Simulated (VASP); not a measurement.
# MgS, self-consistent run: which settings are enough?

MgS, slab, 10 atoms in the cell. AM05; PAW potentials Mg, S (PBE set). VASP 6.6.1.

Wanted: energy within 1 meV/atom.

What the run is for: comparing ways to reach the ground state; Accuracy asked: standard.

POSCAR:
```
MgS
1.0
    3.6792887145      0.0000000000      0.0000000000
    0.0000000000      3.6792887145      0.0000000000
    0.0000000000      0.0000000000     25.4066000000
Mg S
5 5
Direct
    0.5000000000      0.5000000000      0.2951988853
    0.0000000000      0.0000000000      0.3975994427
    0.5000000000      0.5000000000      0.5000000000
    0.0000000000      0.0000000000      0.6024005573
    0.5000000000      0.5000000000      0.7048011147
    0.0000000000      0.0000000000      0.2951988853
    0.5000000000      0.5000000000      0.3975994427
    0.0000000000      0.0000000000      0.5000000000
    0.5000000000      0.5000000000      0.6024005573
    0.0000000000      0.0000000000      0.7048011147
```

## Way to the ground state (with a PBE run first, the time holds both)

| Way to the ground state (with a PBE run first, the time holds both) | Energy less reference (meV/atom) | Time (s) |
|---|---|---|
| PBE orbitals, then all bands at once (ALGO All, ISEARCH 1): 22 + 46 SCF iterations | 0.0 | 218 |
| plain run (ALGO Normal): 36 SCF iterations | crashed | 71 |
| PBE orbitals, then ALGO Normal: 20 SCF iterations | crashed | 64 |
| ALGO Fast: 100 SCF iterations | no result | 234 |
| all bands at once from scratch: 58 SCF iterations | 0.0 | 311 |
| PBE orbitals, then damped steps (TIME 0.2): 22 + 100 SCF iterations | no result | 169 |
| PBE orbitals, then damped steps (TIME 0.5): 22 + 100 SCF iterations | no result | 171 |
| linear mixing: 32 SCF iterations | crashed | 61 |
| slow linear mixing: 110 SCF iterations | crashed | 212 |
| more empty bands: 42 SCF iterations | crashed | 112 |

Chosen: PBE orbitals, then all bands at once (ALGO All, ISEARCH 1): 22 + 46 SCF iterations, the fastest of those that reach the lowest result within the tolerance.

VASP's message at the runs that stop: ERROR FEXCP: supplied Exchange-correletion table is too small, maximal index : 4239.

VASP's message at the runs that stop: EDDAV: Call to ZHEGV failed. Returncode = 7 1 8.

## The input

INCAR.step1:
```
SYSTEM = MgS
LDIPOL   = .TRUE.       
IDIPOL   = 3            
DIPOL    = 0.5 0.5 0.500
ISMEAR   = 0              ! smearing method
SIGMA    = 0.03           ! smearing width, eV
LWAVE    = .TRUE.         ! write WAVECAR
LCHARG   = .TRUE.         ! write CHGCAR
ISIF     = 0              ! what is computed and relaxed
NELM     = 100            ! most SCF steps
ALGO     = Normal         ! electronic algorithm
PREC     = Accurate       ! precision mode
LASPH    = .TRUE.         ! aspherical terms in the spheres
LREAL    = .FALSE.        ! projectors in reciprocal space
EDIFF    = 1E-5           ! SCF threshold, eV
GGA_COMPAT= .FALSE.      
ENCUT    = 400            ! plane-wave cutoff, eV
EFERMI   = MIDGAP       
NELMDL   = -8           
GGA      = PE             ! functional
```

INCAR.step2, as INCAR.step1 but for:
```
- LWAVE = .TRUE.
- LCHARG = .TRUE.
- ALGO = Normal
- EDIFF = 1E-5
- GGA = PE
+ GGA = AM
+ LWAVE = .FALSE.
+ LCHARG = .FALSE.
+ ALGO = All
+ EDIFF = 1E-6
+ ISTART = 1
+ ISEARCH = 1
```

KPOINTS:
```
k-points
0
Gamma
  5 5 1
```

Commands (each step's output is kept before the next begins):
```
cat potpaw_PBE.64/Mg/POTCAR potpaw_PBE.64/S/POTCAR > POTCAR
cp INCAR.step1 INCAR
mpirun -np 1 vasp_std > vasp.out
cp INCAR.step2 INCAR
mpirun -np 1 vasp_std > vasp.out
```

Limits: AM05 has spurious low states in the vacuum, which this run leaves empty, so it isn't the lowest filling of the levels.

The chosen input took VASP 6.6.1 218 s on 1 core (Intel Xeon 6975P-C (Granite Rapids)), a shared host.
